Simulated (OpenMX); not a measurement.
CdS (Hawleyite):

```
Cd S
1.0
     0.00000    2.91650    2.91650
     2.91650    0.00000    2.91650
     2.91650    2.91650    0.00000
Cd S
1 1
Direct
  0.00000 0.00000 0.00000
  0.75000 0.75000 0.75000
```

Base run:

| Property | Result |
| --- | --- |
| Program | OpenMX 3.8.5 |
| Functional | PBE |
| Potentials or basis | OpenMX 2013 PBE set, Cd7.0-s3p2d2f1, S7.0-s3p2d2f1, grid cutoff 500 Ry |
| k mesh | 9 × 9 × 9 |
| Occupations | fermi-dirac, width 0.05 eV |
| Spin | no spin polarisation |

Its results: band gap on the k mesh 1.23 eV, direct; pressure 3.3 GPa.

Question: The run is repeated on the same cell with these changes: potentials or basis from OpenMX 2013 PBE set, Cd7.0-s3p2d2f1, S7.0-s3p2d2f1, grid cutoff 500 Ry to OpenMX 2013 PBE set, Cd7.0-s3p2d2, S7.0-s2p2d1f1, grid cutoff 500 Ry. What comes out?

Answer: Band gap on the k mesh 1.30 eV, direct; pressure 3.8 GPa.

Caveats: the basis of atomic orbitals isn't converged, which shifts pressures, moduli and gaps.

Not every run made on this cell is shown here.
